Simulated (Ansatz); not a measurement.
Relaxation of a periodic cell of 41 atoms, Al$_{16}$HO$_{24}$ (host Al2O3, host structure C2/m, interstitial H), to a largest force component of 0.03 eV/Å in at most 60 steps.

These are results of DFT PBE, scalar-relativistic, plane waves, PAW in Ansatz 0.2.0, not measurements. Settings: PAW set soft_1, cutoff 420 eV, k mesh 1x3x3, fermi-dirac smearing 0.05 eV, spin collinear.

```xyz
41
Lattice="-11.7928 0.0000 0.0000 0.0000 -5.8150 0.0000 -1.3644 0.0000 5.4469" Properties=species:S:1:pos:R:3
Al -7.242 -1.454 1.113
Al -5.915 -1.454 4.334
Al -10.362 -1.454 1.729
Al -2.795 -1.454 3.718
O -9.007 -1.454 4.853
O -4.150 -1.454 0.594
O -12.749 -1.454 4.044
O -0.408 -1.454 1.403
O -4.624 -1.454 3.088
O -8.533 -1.454 2.359
Al -1.346 0.000 1.113
Al -11.811 0.000 4.334
Al -4.466 0.000 1.729
Al -8.691 0.000 3.718
O -3.111 0.000 4.853
O -10.047 0.000 0.594
O -6.853 0.000 4.044
O -6.304 0.000 1.403
O -10.520 0.000 3.088
O -2.637 0.000 2.359
Al -7.242 -4.361 1.113
Al -5.915 -4.361 4.334
Al -10.362 -4.361 1.729
Al -2.795 -4.361 3.718
O -9.007 -4.361 4.853
O -4.150 -4.361 0.594
O -12.749 -4.361 4.044
O -0.408 -4.361 1.403
O -4.624 -4.361 3.088
O -8.533 -4.361 2.359
Al -1.346 -2.907 1.113
Al -11.811 -2.907 4.334
Al -4.466 -2.907 1.729
Al -8.691 -2.907 3.718
O -3.111 -2.907 4.853
O -10.047 -2.907 0.594
O -6.853 -2.907 4.044
O -6.304 -2.907 1.403
O -10.520 -2.907 3.088
O -2.637 -2.907 2.359
H -10.338 1.394 6.073
```

Where does it end, and by what steps?

The run converged. The force dipped under the threshold on the way, but the program's further checks kept it going. Limits of this set-up: coarse k mesh, a small cell, in which the defect meets its images. After 10 steps the energy has fallen by 1.307 eV; H41 moved furthest, 1.30 Å.

```
step  energy less start (eV)  largest force component (eV/Å)  accepted
   0                  0.0000                           2.318       yes
   1                 -0.4079                           0.781       yes
   2                 -0.5880                           0.409       yes
   3                 -0.6978                           0.599       yes
   4                 -0.8427                           0.600       yes
   5                 -1.0231                           0.590       yes
   6                 -1.1942                           0.483       yes
   7                 -1.2965                           0.237       yes
   8                 -1.3047                           0.142       yes
   9                 -1.3075                           0.028       yes
  10                 -1.3075                           0.028       yes
```

```xyz
41
Lattice="-11.7928 0.0000 0.0000 0.0000 -5.8150 0.0000 -1.3644 0.0000 5.4469" Properties=species:S:1:pos:R:3
Al -7.235 -1.455 1.129
Al -5.889 -1.455 4.362
Al -10.382 -1.455 1.772
Al -2.778 -1.455 3.760
O -9.016 -1.455 4.874
O -4.123 -1.455 0.621
O -12.732 -1.455 4.097
O -0.422 -1.455 1.436
O -4.621 -1.455 3.104
O -8.506 -1.455 2.392
Al -1.359 -0.001 1.144
Al -11.801 0.037 4.376
Al -4.448 -0.009 1.759
Al -8.669 -0.024 3.720
O -3.161 -0.006 4.890
O -10.040 -0.021 0.651
O -6.843 -0.003 4.076
O -6.286 -0.010 1.429
O -10.508 -0.018 3.104
O -2.640 -0.005 2.399
Al -7.205 -4.363 1.178
Al -5.901 -4.363 4.373
Al -10.367 -4.363 1.760
Al -2.827 -4.363 3.757
O -8.944 -4.363 4.890
O -4.127 -4.363 0.630
O -12.819 -4.363 4.063
O -0.409 -4.363 1.429
O -4.635 -4.363 3.107
O -8.516 -4.362 2.395
Al -1.358 -2.909 1.144
Al -11.802 -2.947 4.376
Al -4.448 -2.902 1.759
Al -8.669 -2.886 3.720
O -3.161 -2.904 4.890
O -10.042 -2.889 0.651
O -6.844 -2.907 4.076
O -6.286 -2.900 1.429
O -10.508 -2.891 3.103
O -2.640 -2.906 2.399
H -10.517 1.450 4.785
```

The run took 2.1 min on 4 threads of Arm Neoverse V2, with other jobs on the host, peak memory 1.3 GiB.
